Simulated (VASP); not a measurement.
Here is a VASP 6.6.1 calculation.

The input INCAR:

```
SYSTEM = BN
  PREC = Accurate
  ENCUT = 600
  EDIFF = 1E-6
  ISMEAR = 0
  SIGMA = 0.02
  LREAL = .False.
  LASPH = .True.
  NELM = 120
  ALGO = Normal
  ISIF = 2
  LWAVE = .False.
  LCHARG = .True.
  GGA = CA
  LELF = .True.
  LVHAR = .True.
  NBANDS = 11
  GGA_COMPAT = .False.
```

File KPOINTS:

```
Automatic mesh
0
Gamma
  12 12 12
  0 0 0
```

File POSCAR:

```
BN
1.0
    0.0000000000      1.7902747227      1.7902747227
    1.7902747227      0.0000000000      1.7902747227
    1.7902747227      1.7902747227      0.0000000000
B N
1 1
Direct
    0.0000000000      0.0000000000      0.0000000000
    0.7500000000      0.7500000000      0.7500000000
```

Potentials or basis: VASP PAW LDA potentials, release 64 (B, N).

Run with:

```bash
$ cat potpaw_LDA.64/B/POTCAR potpaw_LDA.64/N/POTCAR > POTCAR
$ mpirun -np 1 vasp_std > vasp.out
```

(1) Estimate the band gap on the k mesh.

(2) Predict the pressure.

Results:

(1) 4.38 eV (least direct gap 8.82 eV).

(2) 0.8 GPa.

**Experimental background.**

From a printed reference work, monograph, for a bulk crystal of BN at 300 K: band gap 6.4 eV (indirect).

A measured gap of BN is 6.4 eV (indirect; 300 K; a printed reference work, monograph); the calculated 4.38 eV misses it by -2.02 eV. The value is that of LDA on a finite k mesh, which can miss the band edges, without temperature or zero-point motion. Semilocal functionals fall short of measured gaps as a rule.
